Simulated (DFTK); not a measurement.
# WS2 (R3m) in DFTK: reference runs

How does WS2 come out in PBEsol? The cell is run as given.

Program: DFTK 0.8.2. These are calculated values, not measurements. Logs are shortened: lines on timing, memory, paths and dates and some standing lists are left out, and cuts for length are marked.

### Step 1. Starting point

The structure is trigonal, space group R3m (No. 160). The conventional cell has a = 3.158 Å, b = 3.158 Å, c = 18.490 Å, α = 90.00°, β = 90.00°, γ = 120.00°. W (site symmetry 3m) is surrounded by 6 S at 2.39 to 2.42 Å. Around S (site symmetry 3m) lie 3 W at 2.42 Å. Around S (site symmetry 3m) lie 3 W at 2.39 Å.

Measurements of this composition are mostly on another form, of space group No. 194.

### Step 2. Single point, PBEsol

Input file run.jl:

```julia
using DFTK
using PseudoPotentialData
using Unitful, UnitfulAtomic
using LinearAlgebra, Printf
include("save.jl")
disable_threading()

# lattice vectors are the columns
lattice = austrip(1u"Å") * [         1.579         -1.579            0.0;
             0.9116360751   0.9116360751  -1.8232721501;
             6.1633333333   6.1633333333   6.1633333333]
symbols   = [:W, :S, :S]
positions = [[0.0, 0.0, 0.0],
             [0.581, 0.581, 0.581],
             [0.7503, 0.7503, 0.7503]]
pseudopotentials = PseudoFamily("dojo.nc.sr.pbesol.v0_4_1.standard.upf")
elements = Dict(s => ElementPsp(s, pseudopotentials) for s in unique(symbols))
atoms    = [elements[s] for s in symbols]

build_model(lattice, positions; symmetries=true) =
    model_DFT(lattice, atoms, positions;
              functionals=PBEsol(),
              temperature=austrip(0.05u"eV"),
              smearing=Smearing.FermiDirac(),
              symmetries)
Ecut  = 37.0  # hartree
kgrid = [10, 10, 10]
tol   = 1e-6
to_GPa = ustrip(uconvert(u"GPa", 1u"hartree/bohr^3"))

model = build_model(lattice, positions)
basis = PlaneWaveBasis(model; Ecut, kgrid)
display(basis)
scfres = self_consistent_field(basis;
                               tol,
                               nbandsalg=AdaptiveBands(model; n_bands_converge=18))
display(scfres.energies)
@printf "Fermi level: %.6f eV\n" ustrip(auconvert(u"eV", something(scfres.εF, NaN)))
forces = compute_forces_cart(scfres)
println("Forces (eV/Å)")
for (s, f) in zip(symbols, forces)
    @printf "%-3s %12.6f %12.6f %12.6f\n" s ustrip.(auconvert.(u"eV/Å", f))...
end
stress = compute_stresses_cart(scfres)
println("Stress (GPa)")
display(round.(stress * to_GPa; digits=4))
println("Levels at the first k-point (eV): ", round.(ustrip.(auconvert.(u"eV", scfres.eigenvalues[1][1:scfres.n_bands_converge])); digits=4))
save_scf!(scfres; forces, stress)
```

Potentials or basis: dojo.nc.sr.pbesol.v0_4_1.standard.upf (PBEsol).

Launch:

```
> julia --threads=1 run.jl  # save.jl only writes the numbers to a file and isn't shown; printed stress counts tension as positive; times include loading and compiling
```

The program printed:

```text
PlaneWaveBasis discretization:

    Ecut                 : 37.0 Ha
    fft_size             : (72, 72, 72), 373248 total points
    kgrid                : MonkhorstPack([10, 10, 10])
    num.   red. kpoints  : 1000
    num. irred. kpoints  : 220

    Discretized Model(gga_x_pbe_sol+gga_c_pbe_sol, 3D):
        lattice (in Bohr)    : [2.98388   , -2.98388  , 0         ]
                               [1.72274   , 1.72274   , -3.44549  ]
                               [11.647    , 11.647    , 11.647    ]
        unit cell volume     : 359.23 Bohr³

        atoms                : S₂W
        pseudopot. family    : PseudoFamily("dojo.nc.sr.pbesol.v0_4_1.standard.upf")

        num. electrons       : 26
        spin polarization    : none
        temperature          : 0.0018375 Ha
        smearing             : DFTK.Smearing.FermiDirac()

        terms                : Kinetic()
                               AtomicLocal()
                               AtomicNonlocal()
                               Ewald(nothing)
                               PspCorrection()
                               Hartree()
                               Xc(gga_x_pbe_sol, gga_c_pbe_sol)
                               Entropy()
n     Energy            log10(ΔE)   log10(Δρ)   Diag   Δtime
---   ---------------   ---------   ---------   ----   ------
  1   -97.94123311463                   -0.86    6.8     163s
  2   -97.96129259095       -1.70       -1.31    2.0    83.9s
  3   -97.96448254417       -2.50       -1.86    3.3     108s
  4   -97.96455326750       -4.15       -2.49    2.0    79.8s
  5   -97.96457492109       -4.66       -2.93    3.1     104s
  6   -97.96457616521       -5.91       -3.57    2.3    90.8s
  7   -97.96457626908       -6.98       -4.17    3.4     109s
  8   -97.96457627437       -8.28       -5.01    3.0    95.7s
  9   -97.96457627468       -9.51       -5.27    3.9     118s
 10   -97.96457627471      -10.50       -5.73    2.0    78.0s
 11   -97.96457627471      -11.37       -6.18    2.9    98.1s
Energy breakdown (in Ha):
    Kinetic             28.1102593
    AtomicLocal         -86.8273337
    AtomicNonlocal      15.6853272
    Ewald               -59.9631141
    PspCorrection       2.0953769
    Hartree             25.7509519
    Xc                  -22.8160438
    Entropy             -0.0000000

    total               -97.964576274712
Fermi level: 9.921381 eV
Forces (eV/Å)
W      -0.000000    -0.000000    -0.598905
S      -0.000000     0.000000     0.366717
S       0.000000     0.000000     0.232270
Stress (GPa)
3×3 StaticArraysCore.SMatrix{3, 3, Float64, 9} with indices SOneTo(3)×SOneTo(3):
 0.9784  0.0      0.0
 0.0     0.9784  -0.0
 0.0     0.0     -0.0425
Levels at the first k-point (eV): [-65.1682, -29.4337, -29.2461, -29.2461, -6.2135, -4.198, 1.7556, 5.9067, 5.9067, 7.1631, 7.1631, 7.8934, 8.2275, 11.6348, 11.6348, 11.9973, 11.9973, 14.0697]
```

Run time: 28 min. Hardware: 1 thread of Intel Xeon 6975P-C (Granite Rapids), shared host; peak memory 7.3 GiB.

What came out:

* Free energy: -2665.7519 eV
* Pressure: -0.6 GPa
* Largest force: 0.599 eV/Å
* Band gap on the k mesh: 1.02 eV, indirect (least direct gap 2.23 eV)

Forces on the atoms (eV/Å):
```
W    0.000  0.000 -0.599
S    0.000  0.000  0.367
S    0.000  0.000  0.232
```

Stress tensor (GPa, compression positive):
```
-0.98  0.00  0.00
 0.00 -0.98  0.00
 0.00  0.00  0.04
```

Caveat: spin-orbit coupling is left out, which moves the levels of the heavy elements.
